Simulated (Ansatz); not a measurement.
# In in Ansatz: reference runs

How does In come out in PBE? The cell is run as given.

Everything below comes from runs of Ansatz 0.2.0. Logs are shortened: lines on timing, memory, paths and dates and some standing lists are left out, and cuts for length are marked.

## 1. The cell of the first run

The cell holds a slab with vacuum, 8 atoms: a = 3.335 Å, b = 5.509 Å, c = 24.629 Å, α = 90.00°, β = 90.00°, γ = 90.00°.

## 2. Single point, PBE (the (1 0 0) slab of In, cut from the database cell, not relaxed)

File input.yaml:

```yaml
crystal:
  lattice:
    - [3.335484782, 0.0, 0.0]
    - [0.0, 5.50914292, 0.0]
    - [0.0, 0.0, 24.6287152031]
  atoms:
    - { symbol: In, position: [0.999999995, 0.75, 0.3045225842] }
    - { symbol: In, position: [0.500000005, 0.25, 0.3436180681] }
    - { symbol: In, position: [0.499999995, 0.75, 0.4218090335] }
    - { symbol: In, position: [5.0e-09, 0.25, 0.4609045173] }
    - { symbol: In, position: [0.999999995, 0.75, 0.5390954827] }
    - { symbol: In, position: [0.500000005, 0.25, 0.5781909665] }
    - { symbol: In, position: [0.4999999949, 0.75, 0.6563819319] }
    - { symbol: In, position: [4.9e-09, 0.25, 0.6954774158] }
hamiltonian:
  xc: pbe
  pseudopotentials: { kind: paw }
kpoints:
  mp_grid: { grid: [8, 5, 1] }
scf:
  occupations: { method: fermi_dirac, width: 0.05 }
output:
  forces: true
  eigenvalues: true
efield:
  axis: 3
  dipole_correction: true
  ramp_width: 0.04
```

Potentials or basis: Ansatz PAW.

Run with:

```sh
$ ansatz run input.yaml --threads 4 --pin off --max-ram 11264MiB --backend cpu --events-out ev --progress --plain --runs-dir out
```

Log:

```text
Warning: RAYON_NUM_THREADS=4 ignored (pool sized by the plan → 4); use --threads N
Engine: ansatz 0.2.0, aarch64-unknown-linux-gnu
Pseudopotentials: kind: paw
Pseudopotential: In, paw, valence charge 13, recommended cutoff 420 eV (normal), In.paw.azcp
Functional definition: PBE
  parameter kappa = 0.804
  parameter beta = 0.06672455060314922
  exchange = pbe_x(kappa = kappa, mu = beta*pi^2/3)
  correlation = pbe_c(beta = beta)
Crystal: 8 atoms, lattice volume = 452.569 Å³
Basis set: ecut = 420 eV, 8887 PW (Γ), exchange–correlation on 48×80×360 points (8 copies of the dense FFT grid, shifted against one another)
Bands: 63, of which v1, the nominal top of the filled ones, is band 52 counted from 1 (51 counted from 0)
Symmetry: 4 space group operations
k-points: 15 of 40
Non-local potential: In, projectors of the file, l = 0: 2, l = 1: 2, l = 2: 2, l = 3: 2
PAW form: soft (Blöchl's): semilocal exchange-correlation on the pseudo side does not see the compensation charge
PAW one-centre angular grid: In, 590 points (default); XC on 64 Gauss nodes
Initial density: superposition of atomic densities (neutral atoms: chi_scale 0, normalization atom), corrected by the library's trained network
Initial wavefunctions: pseudopotential atomic-orbital guess
Functional: x = pbe(κ = 0.804, μ = 0.2195149727645171), c = pbe(β = 0.06672455060314922)
SCF iter   1: F=—  HF=-44782.002190 eV  |F-HF|=—  |Δ(HF+E_count)|=         —  Δρ=1.50e-3  dr2=1.24e-1  ethr=1.77e-3  p=-0.000 e·Å  D=-1.87e-14 V/Å  ΔV_dip=0.00 eV  dr2_dipole=6.97e-9  V_vac-E_F(+/−)=3.75/3.75 eV  ⟨swp⟩=6.9  Hψ=3551  notcnv=0  defer=2
efield: sawtooth ramp at fractional position 0.9800 (placed from the atoms, in the widest stretch of the axis that holds none; the zero of the levels goes with the place), width 0.0400; the density the first Hamiltonian is built on has a dipole p = -0.000 e·Å; the dipole correction subtracts the counter field D = -1.87e-14 V/Å, which shifts the + side's vacuum level by +0.00 eV against the − side's; the planar-averaged density in the ramp window peaks in size at 2.2e-5 e/Å³
[... 13 lines left out ...]
E sigma→0 (E₀):  -44781.971360 eV
Entropy (-TS):   -0.025985 eV (-3.248 meV/atom)
Fermi energy:    2.781501 eV
Dipole field:    D = 0.000001 V/Å  (p = 0.000001 e·Å, saw-weighted, corrected)
Work function:   Φ+ = 3.7254 eV   Φ− = 3.7254 eV
Levels:          The Fermi level and band energies are counted from a zero that moves with the ramp; work functions are not
--- Per-component energies (eV) ---
  E_band       = -962.418624
  E_kinetic    = 1926.041149
  E_local      = -71929.192403  (includes V_loc(G=0)·N_el)
  E_nonlocal   = 2927.668259
  E_hartree    = 34648.659852
  E_xc         = -1726.128290
  E_vxc        = -796.887600  (∫ρ·V_xc dr)
  E_paw        = -33214.403928  (= ΣΔE_a)
  E_vpaw       = -2387.380311  (= ΣTr[D̂ρ^β])
  E_aug_tail   = 0.000201  (compensation charges beyond the density's cutoff)
  E_efield     = 0.000000  (sawtooth field / dipole correction)
  E_vefield    = 0.000000  (∫n·V_field dr)
  E_ewald      = 22585.396793
  E_smearing   = -0.025985  (= −TS)
  E_closure    = -0.000000  (closes the sum)
  Σ components = -44781.984353   (vs F -44781.984353, Δ=0.00e0)
--- Forces (eV/Å), atoms counted from 1 ---
  atom   1  In     0.00000000     0.00000000     0.03911705
  atom   2  In     0.00000000    -0.00000000    -0.04701510
  atom   3  In     0.00000000     0.00000000     0.02839737
  atom   4  In     0.00000000     0.00000000     0.06741537
  atom   5  In     0.00000000    -0.00000000    -0.06741524
  atom   6  In     0.00000000    -0.00000000    -0.02839716
  atom   7  In     0.00000000     0.00000000     0.04701469
  atom   8  In     0.00000000    -0.00000000    -0.03911751
  max |Σ_I F_I| component: 5.31e-7 eV/Å
--- Band table (eV; the first three rows and the last of 15) ---
  k-point 0: bands = ["-12.0337", "-11.9944", "-11.9350", "-11.9172", "-11.9127", "-11.8840", "-11.8660", "-11.8626", "-11.8602", "-11.8496", "-11.8354", "-11.8308", "-11.8279", "-11.8135", "-11.8063", "-11.8006", "-11.7979", "-11.7851", "-11.7756", "-11.7742", "-11.7653", "-11.7562", "-11.7493", "-11.7461", "-11.7280", "-11.7272", "-11.7181", "-11.7024", "-11.6739", "-11.6600", "-11.6494", "-11.6384", "-11.5892", "-11.5825", "-11.5678", "-11.5626", "-11.5478", "-11.5470", "-11.5420", "-11.5404", "-6.4412", "-5.7055", "-4.4995", "-2.9908", "-1.4612", "-0.9838", "-0.5066", "-0.3218", "0.0340", "0.4508", "1.6331", "2.0016", "2.2710", "2.9622", "3.9063", "4.4677", "5.6866", "6.2338", "6.2842", "6.9000", "7.1491", "7.3396", "7.6187"]
  k-point 1: bands = ["-12.0191", "-11.9847", "-11.9354", "-11.9337", "-11.9094", "-11.8891", "-11.8846", "-11.8728", "-11.8606", "-11.8586", "-11.8414", "-11.8397", "-11.8330", "-11.8265", "-11.8093", "-11.8062", "-11.8053", "-11.7923", "-11.7893", "-11.7773", "-11.7692", "-11.7435", "-11.7143", "-11.7137", "-11.7130", "-11.7106", "-11.7087", "-11.6936", "-11.6739", "-11.6508", "-11.6417", "-11.6232", "-11.5898", "-11.5784", "-11.5736", "-11.5658", "-11.5607", "-11.5576", "-11.5521", "-11.5419", "-6.2273", "-5.4925", "-4.2937", "-2.9960", "-2.7646", "-2.2579", "-1.0954", "-0.5885", "0.8769", "1.5585", "1.7446", "2.2538", "3.0035", "3.8706", "4.0472", "4.9559", "5.7002", "5.8185", "6.5698", "7.1381", "7.3994", "7.5595", "7.8097"]
  k-point 2: bands = ["-11.9832", "-11.9646", "-11.9388", "-11.9297", "-11.9133", "-11.9073", "-11.9046", "-11.8930", "-11.8669", "-11.8665", "-11.8647", "-11.8602", "-11.8471", "-11.8451", "-11.8322", "-11.8251", "-11.8227", "-11.8220", "-11.7700", "-11.7642", "-11.7417", "-11.7314", "-11.6969", "-11.6901", "-11.6877", "-11.6737", "-11.6570", "-11.6522", "-11.6486", "-11.6432", "-11.6134", "-11.6134", "-11.6131", "-11.6028", "-11.6006", "-11.5952", "-11.5943", "-11.5531", "-11.5487", "-11.5473", "-5.5797", "-4.8594", "-4.4759", "-3.8690", "-3.5383", "-2.6860", "-2.0144", "-1.1785", "0.6332", "1.4138", "2.7964", "3.4726", "4.3597", "4.6317", "5.6545", "5.7418", "6.3300", "6.7178", "7.1080", "7.3482", "7.4716", "7.7314", "7.9510"]
  k-point 14: bands = ["-11.9666", "-11.9660", "-11.9479", "-11.9449", "-11.9280", "-11.9230", "-11.9202", "-11.9126", "-11.9027", "-11.8833", "-11.8739", "-11.8732", "-11.8383", "-11.8352", "-11.8245", "-11.8223", "-11.7853", "-11.7623", "-11.7601", "-11.7582", "-11.7431", "-11.6854", "-11.6682", "-11.6675", "-11.6646", "-11.6591", "-11.6590", "-11.6539", "-11.5904", "-11.5815", "-11.5746", "-11.5694", "-11.5630", "-11.5613", "-11.5545", "-11.5540", "-11.5332", "-11.5136", "-11.5105", "-11.5079", "-1.9160", "-1.8693", "-1.4216", "-0.9423", "-0.8589", "-0.7956", "-0.4554", "-0.4010", "0.3631", "0.7028", "0.8596", "1.3904", "1.6823", "1.8347", "2.4168", "2.6703", "4.4616", "4.5332", "4.9684", "5.3753", "6.2444", "6.4578", "6.6412"]
```

Run time: 8.2 s. Hardware: 4 threads of Arm Neoverse V2, shared host; peak memory 0.98 GiB.

Results:

```yaml
Free_energy: -44781.9844 eV
Largest_force: 0.067 eV/Å
Band_gap_on_the_k_mesh: none (metal or under the smearing width)
Work_function_of_the_upper_face: 3.73 eV
Work_function_of_the_lower_face: 3.73 eV
Dipole_across_the_slab: 0.000 e·Å
```

Forces in eV/Å, atoms in the order of the input:
```
In   0.000  0.000  0.039
In   0.000  0.000 -0.047
In   0.000  0.000  0.028
In   0.000  0.000  0.067
In   0.000  0.000 -0.067
In   0.000  0.000 -0.028
In   0.000  0.000  0.047
In   0.000  0.000 -0.039
```

Levels at points of the mesh, in eV from the Fermi level:
```
            k point  band 49  band 50  band 51  band 52  band 53  band 54  band 55  band 56
 (0.00, 0.00, 0.00)    -2.75    -2.33    -1.15    -0.78    -0.51     0.18     1.12     1.69
(-0.50, 0.00, 0.00)    -0.61    -0.50    -0.17    -0.16     0.54     0.57     0.58     0.63
```
